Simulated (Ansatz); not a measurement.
**Biaxial strain in SiC (F-43m)**

```
CELL_PARAMETERS angstrom
2.17817 2.17817 0.00000
-2.17817 2.17817 0.00000
0.00000 2.17817 2.17817
ATOMIC_POSITIONS crystal
Si 0.00000 0.00000 0.00000
C 0.75000 0.25000 0.50000
```

This cell was relaxed by PAW under r²SCAN. A film on a (001) substrate is mimicked by stretching x and y by ε∥; the length along z and the atoms then relax by PAW (default files of Ansatz 0.2.0, cutoff 500 eV, stress met within about 0.05 GPa). Stress and levels come from r²SCAN, PAW on Ansatz 0.2.0's default frozen-core files (fitted under PBE), scalar-relativistic; k mesh 10×10×10, fixed occupations, cutoff 500 eV. Conduction levels are in eV over the valence top, at fixed fractional wave vectors.

```tsv
ε∥ (%)	ε⊥ (%)	σ∥ (GPa, tension positive)	X ⊥ z	X ∥ z	L (oblique)	Γ	2nd valence level at Γ	3rd
-2.0	1.267	-9.88	1.512	1.828	6.032	7.071	0.000	-0.246
-1.0	?	?	?	?	?	?	?	?
-0.5	0.316	-2.35	1.664	1.741	6.028	6.882	0.000	-0.059
0.0	0.000	0.00	1.713	1.713	5.988	6.816	0.000	0.000
0.5	-0.319	2.28	1.706	1.629	5.878	6.693	-0.057	-0.057
1.0	-0.655	4.46	1.699	1.545	5.758	6.572	-0.113	-0.113
2.0	-1.326	8.62	1.691	1.385	5.496	6.332	-0.220	-0.220
```

The last two columns are counted from the highest valence level at Γ.

**Question.** How does the film contract along z, and how stiff is it in the plane?

**Answer.** Quadratic fits through the 6 rows shown have slopes dε⊥/dε∥ = -0.647 and dσ∥/dε∥ = 462.3 GPa at zero strain. Elasticity asks −2C12/C11 = -0.648 and C11 + C12 − 2C12²/C11 = 460.8 GPa, from PAW constants C11 = 413.7, C12 = 134.1 GPa. At the level of the σ∥ column the films keep up to 0.03 GPa along z against the unstrained cell; this and the cubic term, which a quadratic fit over ±2 % leaves out, limit the agreement.

**Question.** Which shear deformation potential b does the valence splitting give?

**Answer.** Without spin-orbit coupling the single level moves against the pair by 3b(ε⊥ − ε∥): -0.0585 eV at ε⊥ − ε∥ = 0.00816 and 0.0569 eV at -0.00819, so b = -2.35 eV.

**Question.** And the uniaxial potential of the lowest valleys?

**Answer.** The valley along z moves against those in the plane by Ξu(ε⊥ − ε∥): from 0.0776 to -0.0769 eV between the two smallest strains, so Ξu = 9.45 eV.

**Question.** Fill the row at ε∥ = -1.0 %.

**Answer.** The fits give ε⊥ = 0.640 % and σ∥ = -4.78 GPa. Computed: ε⊥ (%) = 0.640, σ∥ (GPa, tension positive) = -4.77, X ⊥ z = 1.613, X ∥ z = 1.770, L (oblique) = 6.048, Γ = 6.945, 2nd valence level at Γ = 0.000, 3rd = -0.120. The levels have a kink at zero strain, where another valence state takes the top, so one parabola doesn't fit them.

**Question.** How fast does the least gap among these points move on each side of zero strain?

**Answer.** dE_g/dε∥ is 99 meV per % on the compressed side and -169 on the stretched side, so the gap falls either way. The lowest conduction level lies at X ⊥ z under the strongest compression and at X ∥ z under the strongest tension.

Caveats: frozen-core PAW files fitted under PBE, their cores solved anew for the functional of the run; semilocal gaps are low, and the spacing of valleys can be off by tenths of an eV; levels are read at fixed fractional k, so an edge that moves off these points is missed.
